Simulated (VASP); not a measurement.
# MgO2 (Pa-3) in VASP: relaxation of cell and atoms with r2SCAN

Aim: the relaxation of cell and atoms of MgO2 with r2SCAN.

Everything below comes from runs of VASP 6.6.1. Logs are shortened: lines on timing, memory, paths and dates and some standing lists are left out, and cuts for length are marked.

### 1 The crystal as given

It takes space group Pa-3 (No. 205, cubic). Conventional cell: a = 4.829 Å, b = 4.829 Å, c = 4.829 Å, α = 90.00°, β = 90.00°, γ = 90.00°. Mg (site symmetry -3) has 6 O at 2.07 Å as nearest neighbours. O (site symmetry 3) has 1 O at 1.50 Å as nearest neighbours.

The cell is a database's computed one.

### 2 Relaxation of cell and atoms, r2SCAN

File INCAR:

```
SYSTEM = MgO2
PREC     = Accurate       ! precision mode
ENCUT    = 600            ! plane-wave cutoff, eV
EDIFF    = 1E-6           ! SCF threshold, eV
ISMEAR   = 0              ! smearing method
SIGMA    = 0.02           ! smearing width, eV
LREAL    = .FALSE.        ! projectors in reciprocal space
LASPH    = .TRUE.         ! aspherical terms in the spheres
NELM     = 100            ! most SCF steps
ALGO     = Normal         ! electronic algorithm
ISIF     = 3              ! what is computed and relaxed
LWAVE    = .FALSE.        ! write WAVECAR
LCHARG   = .FALSE.        ! write CHGCAR
METAGGA  = R2SCAN         ! meta-GGA
LMIXTAU  = .TRUE.       
IBRION   = 2              ! ionic algorithm
NSW      = 60             ! ionic steps
EDIFFG   = -0.01          ! ionic threshold
KPAR     = 4
```

File KPOINTS:

```
regular mesh
0
G
  6 6 6
  0 0 0
```

File POSCAR:

```
MgO2
1.0
    4.8286124700      0.0000000000      0.0000000000
    0.0000000000      4.8286124700      0.0000000000
    0.0000000000      0.0000000000      4.8286124700
Mg O
4 8
Direct
    0.0000000000      0.0000000000      0.0000000000
    0.5000000000      0.0000000000      0.5000000000
    0.5000000000      0.5000000000      0.0000000000
    0.0000000000      0.5000000000      0.5000000000
    0.5894244400      0.9105755600      0.0894244400
    0.9105755600      0.0894244400      0.5894244400
    0.0894244400      0.5894244400      0.9105755600
    0.4105755600      0.4105755600      0.4105755600
    0.5894244400      0.5894244400      0.5894244400
    0.9105755600      0.4105755600      0.0894244400
    0.0894244400      0.9105755600      0.4105755600
    0.4105755600      0.0894244400      0.9105755600
```

Potentials or basis: VASP PAW PBE potentials, release 64 (Mg, O).

Launch:

```bash
$ cat potpaw_PBE.64/Mg/POTCAR potpaw_PBE.64/O/POTCAR > POTCAR
$ mpirun -np 4 vasp_std > vasp.out
```

OUTCAR:

```text
SYSTEM = MgO2
   PREC = Accurate
   ENCUT = 600
   EDIFF = 1E-6
   ISMEAR = 0
   LREAL = .FALSE.
   LASPH = .TRUE.
   NELM = 100
   ISIF = 3
   METAGGA = R2SCAN
   IBRION = 2
   NSW = 60
   EDIFFG = -0.01

 ion  position               nearest neighbor table
   1  0.000  0.000  0.000-   5 2.07   6 2.07   7 2.07  10 2.07  11 2.07  12 2.07   2 3.41   3 3.41
                             4 3.41   2 3.41   4 3.41   3 3.41   4 3.41   4 3.41   2 3.41   3 3.41
   2  0.500  0.000  0.500-   5 2.07   6 2.07   8 2.07   9 2.07  11 2.07  12 2.07   1 3.41   3 3.41
                             4 3.41   1 3.41   3 3.41   3 3.41   4 3.41   3 3.41   1 3.41   4 3.41
   3  0.500  0.500  0.000-   5 2.07   7 2.07   8 2.07   9 2.07  10 2.07  12 2.07   1 3.41   2 3.41
                             4 3.41   2 3.41   4 3.41   1 3.41   2 3.41   2 3.41   1 3.41   4 3.41
   4  0.000  0.500  0.500-   6 2.07   7 2.07   8 2.07   9 2.07  10 2.07  11 2.07   1 3.41   2 3.41
                             3 3.41   1 3.41   3 3.41   1 3.41   2 3.41   1 3.41   2 3.41   3 3.41
   5  0.589  0.911  0.089-  12 1.50   2 2.07   3 2.07   1 2.07
   6  0.911  0.089  0.589-  11 1.50   2 2.07   4 2.07   1 2.07
   7  0.089  0.589  0.911-  10 1.50   3 2.07   4 2.07   1 2.07
   8  0.411  0.411  0.411-   9 1.50   3 2.07   4 2.07   2 2.07
   9  0.589  0.589  0.589-   8 1.50   3 2.07   4 2.07   2 2.07
  10  0.911  0.411  0.089-   7 1.50   3 2.07   4 2.07   1 2.07
  11  0.089  0.911  0.411-   6 1.50   2 2.07   4 2.07   1 2.07
  12  0.411  0.089  0.911-   5 1.50   2 2.07   3 2.07   1 2.07

  LATTYP: Found a simple cubic cell.
 ALAT       =     4.8286124700

  Lattice vectors:

 A1 = (   4.8286124700,   0.0000000000,   0.0000000000)
 A2 = (   0.0000000000,   4.8286124700,   0.0000000000)
 A3 = (   0.0000000000,   0.0000000000,   4.8286124700)

Analysis of symmetry for initial positions (statically):
=====================================================================
 Subroutine PRICEL returns:
 Original cell was already a primitive cell.

 Routine SETGRP: Setting up the symmetry group for a
 simple cubic supercell.

 Subroutine GETGRP returns: Found 24 space group operations
 (whereof  6 operations were pure point group operations)
 out of a pool of 48 trial point group operations.

The static configuration has the point symmetry S_6 .
 The point group associated with its full space group is T_h .

Analysis of symmetry for dynamics (positions and initial velocities):
=====================================================================
 Subroutine PRICEL returns:
 Original cell was already a primitive cell.

 Routine SETGRP: Setting up the symmetry group for a
 simple cubic supercell.

 Subroutine GETGRP returns: Found 24 space group operations
 (whereof  6 operations were pure point group operations)
 out of a pool of 48 trial point group operations.

The dynamic configuration has the point symmetry S_6 .
 The point group associated with its full space group is T_h .

 Subroutine INISYM returns: Found 24 space group operations
 (whereof  6 operations are pure point group operations),
 and found     1 'primitive' translations

----------------------------------------------------------------------------------------

                                     Primitive cell

  volume of cell :     112.5815

  direct lattice vectors                    reciprocal lattice vectors
     4.828612470  0.000000000  0.000000000     0.207098831  0.000000000  0.000000000
     0.000000000  4.828612470  0.000000000     0.000000000  0.207098831  0.000000000
     0.000000000  0.000000000  4.828612470     0.000000000  0.000000000  0.207098831

  length of vectors
     4.828612470  4.828612470  4.828612470     0.207098831  0.207098831  0.207098831

  position of ions in fractional coordinates (direct lattice)
     0.000000000  0.000000000  0.000000000
     0.500000000  0.000000000  0.500000000
     0.500000000  0.500000000  0.000000000
     0.000000000  0.500000000  0.500000000
     0.589424440  0.910575560  0.089424440
     0.910575560  0.089424440  0.589424440
     0.089424440  0.589424440  0.910575560
     0.410575560  0.410575560  0.410575560
     0.589424440  0.589424440  0.589424440
     0.910575560  0.410575560  0.089424440
     0.089424440  0.910575560  0.410575560
     0.410575560  0.089424440  0.910575560

  ion indices of the primitive-cell ions
   primitive index   ion index
                 1           1
                 2           2
                 3           3
                 4           4
                 5           5
                 6           6
                 7           7
                 8           8
                 9           9
                10          10
                11          11
                12          12

----------------------------------------------------------------------------------------

 KPOINTS: regular mesh

Automatic generation of k-mesh.
 Grid dimensions read from file:
 generate k-points for:    6    6    6

 Generating k-lattice:

  Cartesian coordinates                     Fractional coordinates (reciprocal lattice)
     0.034516472  0.000000000  0.000000000     0.166666667  0.000000000  0.000000000
     0.000000000  0.034516472  0.000000000     0.000000000  0.166666667  0.000000000
     0.000000000  0.000000000  0.034516472     0.000000000  0.000000000  0.166666667

  Length of vectors
     0.034516472  0.034516472  0.034516472

  Shift w.r.t. Gamma in fractional coordinates (k-lattice)
     0.000000000  0.000000000  0.000000000

 Subroutine IBZKPT returns following result:
 ===========================================

 Found     24 irreducible k-points:

 Following reciprocal coordinates:
            Coordinates               Weight
  0.000000  0.000000  0.000000      1.000000
  0.166667  0.000000  0.000000      6.000000
  0.333333  0.000000  0.000000      6.000000
  0.500000  0.000000  0.000000      3.000000
  0.166667  0.166667  0.000000     12.000000
  0.333333  0.166667  0.000000     12.000000
[... 16 lines left out ...]
  0.500000  0.500000  0.333333      6.000000
  0.500000  0.500000  0.500000      1.000000
   k-points           NKPTS =     24   k-points in BZ     NKDIM =     24   number of bands    NBANDS=     35
   number of dos      NEDOS =    301   number of ions     NIONS =     12
   total plane-waves  NPLWV =  64000
   dimension x,y,z NGX =    40 NGY =   40 NGZ =   40
   dimension x,y,z NGXF=    80 NGYF=   80 NGZF=   80
   ions per type =               4   8
   NGX,Y,Z   is equivalent  to a cutoff of  13.77, 13.77, 13.77 a.u.
   NGXF,Y,Z  is equivalent  to a cutoff of  27.54, 27.54, 27.54 a.u.
 SYSTEM =  MgO2
   PREC   = accura    normal or accurate (medium, high low for compatibility)
   ISTART =      0    job   : 0-new  1-cont  2-samecut
   ICHARG =      2    charge: 1-file 2-atom 10-const
   ISPIN  =      1    spin polarized calculation?
   LNONCOLLINEAR =      F non collinear calculations
   LSORBIT =      F    spin-orbit coupling
   LASPH  =      T    aspherical Exc in radial PAW
   ENCUT  =  600.0 eV  44.10 Ry    6.64 a.u.   9.64  9.64  9.64*2*pi/ulx,y,z
   NELM   =    100;   NELMIN=  2; NELMDL= -5     # of ELM steps
   EDIFF  = 0.1E-05   stopping-criterion for ELM
   LREAL  =      F    real-space projection
   EDIFFG = -.1E-01   stopping-criterion for IOM
   NSW    =     60    number of steps for IOM
   IBRION =      2    ionic relax: 0-MD 1-quasi-New 2-CG
   NFREE  =      1    steps in history (QN), initial steepest desc. (CG)
   ISIF   =      3    stress and relaxation
   ISYM   =      2    0-nonsym 1-usesym 2-fastsym
   POTIM  = 0.5000    time-step for ionic-motion
   TEBEG  =    0.0;   TEEND  =   0.0 temperature during run
   PSTRESS=    0.0 pullay stress
   NELECT =      56.0000    total number of electrons
   NUPDOWN=      -1.0000    fix difference up-down
   EMIN   =  10.00;   EMAX   =-10.00  energy-range for DOS
   EFERMI =   0.00;   METHOD = LEGACY
   ISMEAR =     0;   SIGMA  =   0.02  broadening in eV -4-tet -1-fermi 0-gaus
   EFERMI_NEDOS =   21; number of points for ismear=-14 and -15
   IALGO  =     38    algorithm
   IMIX   =      4    mixing-type and parameters
     AMIX     =   0.40;   BMIX     =  1.00
     AMIX_MAG =   1.60;   BMIX_MAG =  1.00
  volume/ion in A,a.u.               =       9.38        63.31
  Fermi-wavevector in a.u.,A,eV,Ry     =   1.297125  2.451211 22.892254  1.682533
  Thomas-Fermi vector in A             =   2.428537
   LORBIT       =      0    0 simple, 1 ext, 2 COOP (PROOUT), +10 PAW based schemes
   METAGGA = R2SCAN    functional components
   LHFCALC =     F    Hartree Fock is set to
   AEXX    =    0.0000 exact exchange contribution
   IVDW    =     0    specifies the selected vdW correction
   LEPSILON=     F    determine dielectric tensor
   LRPA    =     F    only Hartree local field effects (RPA)
 conjugate gradient relaxation of ions
 non-spin polarized calculation
 Gauss-broadening in eV      SIGMA  =   0.02
  energy-cutoff  :      600.00
  volume of cell :      112.58
 maximum number of plane-waves:      3840
 NGX is ok and might be reduce to    40
   NGX = 19   NGY = 19   NGZ = 19

--------------------------------------- Ionic step        1  -------------------------------------------

 number of electron      55.9999988 magnetization

 Free energy of the ion-electron system (eV)
  ---------------------------------------------------
  ext. energy  EPLUGINS =         0.00000000
  ---------------------------------------------------
  free energy    TOTEN  =       -87.35172529 eV

  energy without entropy =      -87.35172529  energy(sigma->0) =      -87.35172529

------------------------ aborting loop because EDIFF is reached ----------------------------------------

  FORCE on cell =-STRESS in cart. coord.  units (eV):
  Direction    XX          YY          ZZ          XY          YZ          ZX
  --------------------------------------------------------------------------------------
  -------------------------------------------------------------------------------------
  Total       -0.2872268     -0.2872268     -0.2872268      0.0000000     -0.0000000     -0.0000000
  in kB       -4.0876003     -4.0876003     -4.0876003      0.0000000     -0.0000000     -0.0000000
  external PRESSURE =      -4.0876003 kB  Pullay stress =       0.0000000 kB
[... 215 lines left out ...]
  energy  without entropy=      -87.3523180999  energy(sigma->0) =      -87.35231810

--------------------------------------- Ionic step        6  -------------------------------------------

 number of electron      55.9999992 magnetization

 Free energy of the ion-electron system (eV)
  ---------------------------------------------------
  ext. energy  EPLUGINS =         0.00000000
  ---------------------------------------------------
  free energy    TOTEN  =       -87.35236055 eV

  energy without entropy =      -87.35236055  energy(sigma->0) =      -87.35236055

 E-fermi :   2.5702     XC(G=0): -11.3859

 val. band max:        2.4805914570   @ k =   0.0000   0.0000   0.0000
 cond. band min:       7.0919665511   @ k =   0.3333   0.1667   0.1667
 fundamental gap:      4.6113750942
 Fermi energy:         2.5702305139

 k-point     1 :       0.0000    0.0000    0.0000
  band No.  band energies     occupation
      1     -19.6249      2.00000
      2     -18.8158      2.00000
      3     -18.8158      2.00000
      4     -18.8158      2.00000
      5     -13.1008      2.00000
      6     -13.1008      2.00000
[... 940 lines left out ...]
  FREE ENERGIE OF THE ION-ELECTRON SYSTEM (eV)
  ---------------------------------------------------
  free  energy   TOTEN  =       -87.3523605542 eV

  energy  without entropy=      -87.3523605542  energy(sigma->0) =      -87.35236055

 reached required accuracy - stopping structural energy minimisation
```

Wall time 3 min (4 MPI ranks of Intel Xeon 6975P-C (Granite Rapids), shared host); peak memory 0.32 GiB.

Results:

```
Free energy                            : -87.3524 eV
Relaxed volume                         : 9.35 Å³/atom
Relaxed cell                           : a = 4.823 Å, b = 4.823 Å, c = 4.823 Å, α = 90.00°, β = 90.00°, γ = 90.00°
Space group after relaxing (to 0.05 Å) : Pa-3 (No. 205)
Energy gained by relaxing              : 0.1 meV/atom
Ionic steps                            : 6
Pressure after relaxing                : 0.0 GPa
Band gap on the k mesh                 : 4.61 eV, indirect (least direct gap 4.74 eV)
```

Forces on the atoms (eV/Å):
```
Mg   0.000  0.000  0.000
Mg   0.000  0.000  0.000
Mg   0.000  0.000  0.000
Mg   0.000  0.000  0.000
O   -0.002  0.002 -0.002
O    0.002 -0.002 -0.002
O   -0.002 -0.002  0.002
O    0.002  0.002  0.002
O   -0.002 -0.002 -0.002
O    0.002  0.002 -0.002
O   -0.002  0.002  0.002
O    0.002 -0.002  0.002
```

The path:
```
step  energy change (eV)  largest force (eV/Å)  pressure (GPa)  volume (Å³)
   1              0.0000                0.0367           -0.41       112.58
   2             -0.0006                0.0258            0.00       112.19
   3             -0.0006                0.0121           -0.09       112.27
   4             -0.0006                0.0154           -0.06       112.26
   5             -0.0006                0.0147            0.10       112.16
   6             -0.0006                0.0026            0.00       112.22
```

Final structure:
```
CELL_PARAMETERS angstrom
4.82340 0.00000 0.00000
0.00000 4.82340 0.00000
0.00000 0.00000 4.82340
ATOMIC_POSITIONS crystal
Mg 0.00000 0.00000 0.00000
Mg 0.50000 0.00000 0.50000
Mg 0.50000 0.50000 0.00000
Mg 0.00000 0.50000 0.50000
O 0.58958 0.91042 0.08958
O 0.91042 0.08958 0.58958
O 0.08958 0.58958 0.91042
O 0.41042 0.41042 0.41042
O 0.58958 0.58958 0.58958
O 0.91042 0.41042 0.08958
O 0.08958 0.91042 0.41042
O 0.41042 0.08958 0.91042
```

Caveat: the PAW data sets were made with another functional, which shifts forces and pressure a little. r2SCAN opens gaps a little over a GGA but as a rule still falls short of measured ones.

### 3 The reference run

An earlier run on the cell as given: functional PBEsol; potentials or basis VASP PAW PBE potentials, release 64 (Mg, O); cutoff 520 eV; k mesh 6 × 6 × 6; occupations fermi-dirac, width 0.05 eV; no spin polarisation.

* Pressure: 0.3 GPa
* Largest force: 0.176 eV/Å
* Band gap on the k mesh: 3.85 eV, indirect (least direct gap 3.98 eV)
